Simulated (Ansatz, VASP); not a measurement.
## One calculation of Fe, two programs

```
CELL_PARAMETERS angstrom
2.83119 0.00000 0.00000
0.00000 2.83119 0.00000
0.00000 0.00000 2.83119
ATOMIC_POSITIONS crystal
Fe 0.00000 0.00000 0.00000
Fe 0.50000 0.50000 0.50000
```

Alike in both runs: task single point; functional PBE; k mesh 12 × 12 × 12; occupations gaussian, width 0.05 eV; collinear spin.

```csv
,VASP,Ansatz
version,VASP 6.6.1,Ansatz 0.2.0
potentials or method,"VASP PAW PBE potentials, release 64 (Fe)","scalar-relativistic, plane waves, PAW"
plane-wave cutoff (eV),520,420
valence electrons in the cell,16,32
```

```csv
,VASP,Ansatz,Ansatz less VASP
gap on the k mesh at the Fermi level (eV),none,none,-
pressure (GPa),-6.4,-6.3,+0.06
net moment per atom (μB),0.00,0.00,0.000
size of the moment on the site where the two differ most (μB),1.49,1.44,-0.056
```

Site moments also hang on the region over which each program counts them. A gap of «none» marks a metal or a gap that the smearing closes. The functional is the same, so the differences come from potentials, cutoffs and numerics. The two sets of potentials don't hold the same shells in valence.
